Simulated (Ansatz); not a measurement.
What does this script print? It uses Ansatz's Python interface.

Input file `hgte.xyz`:
```text
2
Lattice="0.0 3.2145 3.2145 3.2145 0.0 3.2145 3.2145 3.2145 0.0" Properties=species:S:1:pos:R:3 pbc="T T T"
Hg    0.00000000    0.00000000    0.00000000
Te    1.60725000    1.60725000    1.60725000
```

Script `hgte_defect.py`:
```python
import logging
import sys
import warnings

import ansatz as az
import numpy as np

logging.basicConfig(stream=sys.stdout, format="%(name)s: %(message)s")
logger = logging.getLogger("run")
logger.setLevel(logging.INFO)

warnings.simplefilter("ignore", az.DeckWarning)

xtal = az.Crystal.from_extxyz("hgte.xyz")
host = xtal.supercell(2, 2, 2)
defective = host.vacancy("Hg", at=(0.0, 0.0, 0.0))

def with_settings(structure):
    return (
        structure.calculation()
        .functional("PBE")
        .basis(450)
        .kpoints(2, 2, 2)
        .occupations("gaussian", width=0.02)
        .band_table()
    )


perfect = with_settings(host).run().report
calculation = with_settings(defective).forces()
res = calculation.run()
rep = res.report

n_host, n_defect = len(perfect["lattice"]["sites"]), len(rep["lattice"]["sites"])
logger.info(f"perfect cell: {n_host} atoms, F = {perfect['free_energy_ev']:.4f} eV")
logger.info(f"defect cell:  {n_defect} atoms, F = {rep['free_energy_ev']:.4f} eV")
logger.info(f"difference {rep['free_energy_ev'] - perfect['free_energy_ev']:.4f} eV (no chemical potentials)")

for label, run in (("perfect", perfect), ("defect", rep)):
    levels, filled = np.array(run["eigenvalues_ev"][0]), np.array(run["occupations"][0])
    top = int(np.argmin(np.abs(levels - run["fermi_energy_ev"])))
    window = slice(max(top - 3, 0), top + 4)
    print(label, "levels near E_F at the first k-point:", ", ".join(f"{e - run['fermi_energy_ev']:.2f} ({f:.2f})" for e, f in zip(levels[window], filled[window])))

pull = np.linalg.norm(rep["forces_ev_ang"], axis=1)
for atom in np.argsort(-pull)[:5]:
    logger.info(f"force on {res.lattice.sites[atom].symbol}{atom}: {pull[atom]:.3f} eV/A")
```

`python hgte_defect.py` gives:
```text
run: perfect cell: 16 atoms, F = -166348.5111 eV
run: defect cell:  15 atoms, F = -152533.8317 eV
run: difference 13814.6794 eV (no chemical potentials)
perfect levels near E_F at the first k-point: -0.70 (2.00), -0.01 (1.33), -0.01 (1.33), -0.01 (1.33), 0.70 (0.00), 0.70 (0.00), 0.70 (0.00)
defect levels near E_F at the first k-point: -0.45 (2.00), -0.45 (2.00), -0.45 (2.00), -0.05 (2.00), 0.35 (0.00), 0.35 (0.00), 0.35 (0.00)
run: force on Te8: 0.627 eV/A
run: force on Te0: 0.627 eV/A
run: force on Te4: 0.627 eV/A
run: force on Te2: 0.627 eV/A
run: force on Hg7: 0.370 eV/A
```

Caveats:
- Absolute energies stand on the zero of these potentials, so only differences at equal settings mean something. A total without «per atom» is that of the cell as typed.
- Extra carriers fill band states at a few k-points, so forces and energy hang on the mesh.
- The computed bands are complete only to about 5.0 eV above the Fermi level.
- The atoms stand at ideal sites; relaxing them can change energy and levels by an eV or more.
- The difference holds no chemical potentials.
- Each cell's levels count from its own Fermi level and aren't aligned; one k-point can hide that the defect cell is metallic.
- The structure is a deposited one; some such entries were measured under pressure or heat, so a shift against it needn't be the functional's error alone.
- Levels are Kohn-Sham eigenvalues on this mesh, without spin-orbit coupling.
- The supercell is small, so the defect meets its images and the energies aren't those of an isolated defect; a partly filled defect level may also lower its energy by spin or distortion. For a charged cell the difference holds no correction, alignment or term for the electrons' reservoir.
- It ran for 22 s on 1 thread of Intel(R) Xeon(R) Processor @ 2.30GHz (shared host), peak memory 1.1 GiB.
